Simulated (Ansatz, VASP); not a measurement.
Two plane-wave programs on Au

```
Au
1.0
     2.50165    0.00000    0.00000
    -1.25082    2.16649    0.00000
     0.00000    0.00000    2.42719
Au
1
Direct
  0.00000 0.00000 0.00000
```

Change from the starting cell: volume scaled by 0.68, PAW files.

Alike in both runs: task single point; functional PBE; k mesh 15 × 15 × 14; occupations fermi-dirac, width 0.08 eV; no spin polarisation.

```csv
,VASP,Ansatz
version,VASP 6.6.1,Ansatz 0.2.0
potentials or method,"VASP PAW PBE potentials, release 64 (Au)","PAW with Ansatz's default frozen-core files, scalar-relativistic"
plane-wave cutoff (eV),520,420
valence electrons in the cell,11,19
```

```tsv
	VASP	Ansatz	Ansatz less VASP
pressure (GPa)	140.3	140.7	+0.44
largest component of the traceless stress (GPa)	0.08	0.02	-0.067
```

The two sets of potentials don't hold the same shells in valence.

Caveats: the cell as given lies far from equilibrium; so large a pressure means that the cell lies far from this level's equilibrium, or that cutoff or potentials fall short (VASP). Spin-orbit coupling is left out, which matters for the levels of Au.
